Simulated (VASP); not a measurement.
# CdO (Monteponite): relaxation of cell and atoms with PBEsol

The system is CdO (Monteponite).

```
Cd O
1.0
     0.00000    2.34950    2.34950
     2.34950    0.00000    2.34950
     2.34950    2.34950    0.00000
Cd O
1 1
Direct
  0.00000 0.00000 0.00000
  0.50000 0.50000 0.50000
```

```json
{
  "Program": "VASP 6.6.1",
  "Task": "relaxation of cell and atoms",
  "Functional": "PBEsol",
  "Potentials or basis": "VASP PAW PBE potentials, release 64 (Cd, O)",
  "Cutoff": "600 eV",
  "k mesh": "10 × 10 × 10",
  "Occupations": "fermi-dirac, width 0.05 eV",
  "Spin": "no spin polarisation",
  "Further INCAR settings": "ALGO = Normal; EDIFF = 1e-07; IBRION = 2; EDIFFG = -0.005; NSW = 60; ISIF = 3"
}
```

* Relaxed volume: 13.02 Å³/atom
* Relaxed cell: a = 3.327 Å, b = 3.327 Å, c = 3.327 Å, α = 60.00°, β = 60.00°, γ = 60.00°
* Space group after relaxing (to 0.05 Å): Fm-3m (No. 225)
* Energy gained by relaxing: 0.1 meV/atom
* Ionic steps: 3
* Pressure after relaxing: 0.0 GPa
* Band gap on the k mesh: none (metal or under the smearing width)

The path:
```
step  energy change (eV)  largest force (eV/Å)  pressure (GPa)  volume (Å³)
   1              0.0000                0.0000            0.53        25.94
   2             -0.0001                0.0000           -0.36        26.10
   3             -0.0002                0.0000            0.00        26.04
```

Final structure:
```
Cd O
1.0
     0.00000    2.35245    2.35245
     2.35245    0.00000    2.35245
     2.35245    2.35245    0.00000
Cd O
1 1
Direct
  0.00000 0.00000 0.00000
  0.50000 0.50000 0.50000
```

Levels at points of the mesh, in eV from the Fermi level:
| k point | band 5 | band 6 | band 7 | band 8 | band 9 | band 10 | band 11 | band 12 | band 13 |
| --- | --- | --- | --- | --- | --- | --- | --- | --- | --- |
| (0.00, 0.00, 0.00) | -6.52 | -6.52 | -1.51 | -1.51 | -1.51 | -0.70 | 14.60 | 16.69 | 16.69 |
| (0.50, 0.00, 0.00) | -6.26 | -6.26 | -3.99 | -0.16 | -0.16 | 4.12 | 7.05 | 11.62 | 11.62 |
| (0.50, 0.50, 0.00) | -6.12 | -5.81 | -4.56 | -2.50 | -2.50 | 3.59 | 8.26 | 10.88 | 13.03 |

Run time: 41 s on 1 thread of Intel(R) Xeon(R) Platinum 8488C (Sapphire Rapids), on a shared host, peak memory 0.17 GiB.

Caveat: the PAW data sets were made with another functional, which shifts forces and pressure a little; this crystal is a semiconductor, whose small gap the functional closes, so the metal is an error of the method. Zero-point motion and thermal expansion aren't in these numbers.
